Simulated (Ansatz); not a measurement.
The cell below belongs to a search over invented structures; it isn't taken from experiment.

Input and command of a plane-wave DFT calculation in Ansatz:

```yaml
crystal:
  lattice:
    - [3.617176487, 0.0, 0.0]
    - [0.0, 5.1722322057, 4.1337795168]
    - [0.0, -5.1722322057, 4.1337795168]
  atoms:
    - { symbol: Zn, position: [0.5, 0.3602596532, 0.3602596532] }
    - { symbol: O, position: [0.6673645807, 0.930445888, 0.930445888], spin: -0.3 }
    - { symbol: O, position: [0.3326354193, 0.930445888, 0.930445888], spin: -0.3 }
    - { symbol: O, position: [0.3323096052, 0.5930345143, 0.9117637395], spin: 0.45 }
    - { symbol: O, position: [0.6676903948, 0.9117637395, 0.5930345143], spin: 0.45 }
    - { symbol: O, position: [0.3323096052, 0.9117637395, 0.5930345143], spin: 0.45 }
    - { symbol: O, position: [0.6676903948, 0.5930345143, 0.9117637395], spin: 0.45 }
    - { symbol: O, position: [0.0, 0.3629060133, 0.3629060133] }
basis:
  ecutwfc: 420
kpoints:
  mp_grid: { grid: [8, 4, 4] }
hamiltonian:
  xc: pbe
scf:
  occupations: { method: gaussian, width: 0.02 }
output:
  forces: true
  stress: true
  eigenvalues: true
  populations: true
magnetization:
  spin_polarized: true
relax:
  adjacent_minimum: "off"
  f_tol: 0.01
  max_steps: 80
  cell: { stress_tol: 0.05 }
```

```bash
ansatz run input.yaml --threads 1 --pin off --max-ram 2560MiB --backend cpu --events-out ev --progress --plain --runs-dir out
```

Processor: Intel(R) Xeon(R) Processor @ 2.70GHz, 1 thread, on a host shared with other jobs.

Task: How long does it run, and how much memory does it take?

Result: About 19 min, peak memory 0.64 GiB. It solves 37 bands at 35 k points (after reduction by symmetry) with about 3473 plane waves (on the last cell), in 272 SCF iterations over 26 ionic steps.
